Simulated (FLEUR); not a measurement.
Zn:

```
Zn
1.0
     2.67000    0.00000    0.00000
    -1.33500    2.31229    0.00000
     0.00000    0.00000    4.96600
Zn
2
Direct
  0.66667 0.33333 0.75000
  0.33333 0.66667 0.25000
```

- Program: FLEUR MaX-R8.1 (later development tree)
- Task: single point
- Functional: PBEsol
- Potentials or basis: all-electron
- Basis: FLAPW
- Kmax: 4.32 1/bohr
- k mesh: 11 × 11 × 6
- Occupations: fermi-dirac, width 0.05 eV
- Spin: no spin polarisation
- Gmax: 13.4 1/bohr
- Muffin-tin radii: Zn 2.27 bohr
- lmax: Zn 9
- lnonsphr: Zn 9
- Local orbitals a species: Zn 6
- Max iterations: 60
- Mixing factor: 0.05
- Mixer: Anderson
- Mixer history: 15

On this cell: largest force under 0.003 eV/Å; band gap on the k mesh none (metal or under the smearing width).

The same run follows on a disturbed copy (atoms moved at random, drawn with an rms of 0.05 Å):

```xyz
2
Lattice="2.6700 0.0000 0.0000 -1.3350 2.3123 0.0000 0.0000 0.0000 4.9660" Properties=species:S:1:pos:R:3 pbc="T T T"
Zn    1.3498    0.7393    3.7192
Zn   -0.0467    1.5727    1.2468
```

Q: What does the disturbed cell give?

A: The energy (extrapolated to zero smearing) moves by +1.0 meV/atom; largest force 0.045 eV/Å; band gap on the k mesh none (metal or under the smearing width).

Forces in eV/Å, atoms in the order of the input:
```
Zn  -0.026  0.031  0.020
Zn   0.026 -0.031 -0.020
```
